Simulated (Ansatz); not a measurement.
Predict the output of the script below (Ansatz 0.2.0, Python API).

`soc_cui.py`:
```python
from dataclasses import dataclass

import ansatz


@dataclass(frozen=True)
class Options:
    functional: str = "pbesol"


opts = Options()

system = (
    ansatz.Lattice.of([0.0, 3.0315, 3.0315], [3.0315, 0.0, 3.0315], [3.0315, 3.0315, 0.0])
    .atom("Cu", [0.25, 0.25, 0.25])
    .atom("I", [0.0, 0.0, 0.0])
)

calculation = (
    system.calculation()
    .functional(opts.functional)
    .occupations(ansatz.OccupationsMethod.FIXED)
    .kpoints(6)
    .band_table()
)
for label, variant in (("scalar-relativistic", calculation), ("spin-orbit", calculation.spin(soc=True))):
    r = variant.run(threads=1, pin="off").report
    zero = r["band_edges_ev"][0] if r.get("band_edges_ev") else r["fermi_energy_ev"]
    near = [round(e - zero, 3) for e in r["eigenvalues_ev"][0] if abs(e - zero) < 3]
    print(label)
    print("  band edges (eV):", [round(e, 3) for e in r.get("band_edges_ev") or []] or "none reported")
    print("  levels at k =", r["kpoints_frac"][0], "within 3 eV of the zero:", near)
```

`python soc_cui.py` gives:
```text
DeckWarning: basis.ecutwfc = 420 eV, auto-derived from the records' recommended cutoffs: set by Cu (normal level)
scalar-relativistic
  band edges (eV): [8.005, 9.011]
  levels at k = [0.0, 0.0, 0.0] within 3 eV of the zero: [-1.871, -1.871, -0.0, -0.0, 0.0, 1.006]
spin-orbit
  band edges (eV): [8.168, 9.016]
  levels at k = [0.0, 0.0, 0.0] within 3 eV of the zero: [-2.038, -2.038, -2.038, -2.038, -0.439, -0.439, -0.0, -0.0, -0.0, 0.0, 0.848, 0.848]
```
(Warnings from the package without file and line, repeats left out.)

Reading the output:
- The computed bands are complete only to about 4.7 eV above the Fermi level.
- Of the deposited cell: the entry's cell lengths or inner coordinates differ somewhat from later room-temperature determinations.
- Without a Hubbard U or exact exchange, semilocal functionals often make such 3d compounds metallic or too weakly gapped.
- The starting cell is as deposited in a crystallographic database; the results hold for this polymorph, which needn't be the stable one.
- Levels are Kohn-Sham eigenvalues on this mesh.
- With spin-orbit coupling each level holds one electron and, with inversion or at time-reversal points, comes in pairs; a window in energy can cut a split set.
- The whole script took 22 s on 1 thread of Arm Neoverse N1, with other jobs on the host, peak memory 0.56 GiB.
